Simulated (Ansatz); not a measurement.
# Ru: a sweep of the smearing

One table from this session's results is given with a row withheld; the runs are named, their logs left out.

Method: DFT, PBE, all-electron LAPW, scalar-relativistic, in Ansatz 0.2.0.

1 further run of the same task is left out (set aside as unsound or not needed).

## The starting structure

Symmetry: Fd-3m, No. 227, cubic system. The conventional cell has a = 5.454 Å, b = 5.454 Å, c = 5.454 Å, α = 90.00°, β = 90.00°, γ = 90.00°. Ru (site symmetry -43m) is surrounded by 4 Ru at 2.36 Å.

Coordinates:

```
Ru
1.0
     0.00000    2.72699    2.72699
     2.72699    0.00000    2.72699
     2.72699    2.72699    0.00000
Ru
2
Direct
  0.00000 0.00000 0.00000
  0.25000 0.25000 0.25000
```

The structure (diamond type) was typed from a prototype and relaxed by PAW; whether it is the ground state wasn't tested.

Atoms are numbered in the order of the input: Ru1, Ru2.

The first run:

input.yaml reads:

```yaml
crystal:
  lattice:
    - [0.0, 2.7269856412, 2.7269856412]
    - [2.7269856412, 0.0, 2.7269856412]
    - [2.7269856412, 2.7269856412, 0.0]
  atoms:
    - { symbol: Ru, position: [0.0, 0.0, 0.0] }
    - { symbol: Ru, position: [0.25, 0.25, 0.25] }
kpoints:
  mp_grid: { grid: [10, 10, 10] }
scf:
  occupations: { method: gaussian, width: 0.05 }
hamiltonian:
  xc: pbe
  pseudopotentials: { kind: all_electron, lapw: { basis_error: 0.0005 } }
output:
  forces: true
  stress: true
  eigenvalues: true
```

The run is started by

```sh
$ ansatz run input.yaml --threads 1 --pin off --max-ram 2048MiB --backend cpu --events-out ev --progress --plain --runs-dir out
```

Steps of the session up to this table: With Gaussian smearing of 0.05 eV; With Methfessel–Paxton smearing of 0.2 eV; With Gaussian smearing of 0.2 eV; With cold smearing of 0.15 eV; With tetrahedron filling.

One table of the session follows, with a row left open; its other results are not shown here.

| smearing | energy from the first row (meV/atom) |
| --- | --- |
| Gaussian smearing of 0.05 eV | 0.00 |
| Methfessel–Paxton smearing of 0.2 eV | 0.39 |
| Gaussian smearing of 0.2 eV | 0.75 |
| cold smearing of 0.15 eV | 0.03 |
| tetrahedron filling | ? |

**Question.** Estimate the row for tetrahedron filling.

The run gave: energy from the first row (meV/atom): 0.72. In the column «energy from the first row (meV/atom)» it lies between Methfessel–Paxton smearing of 0.2 eV (0.39) and Gaussian smearing of 0.2 eV (0.75).

Energies are those extrapolated to zero smearing.

Limits of these values: Warnings in the runs' records: tetrahedron derivatives may miss energy slope, band table not solved further.
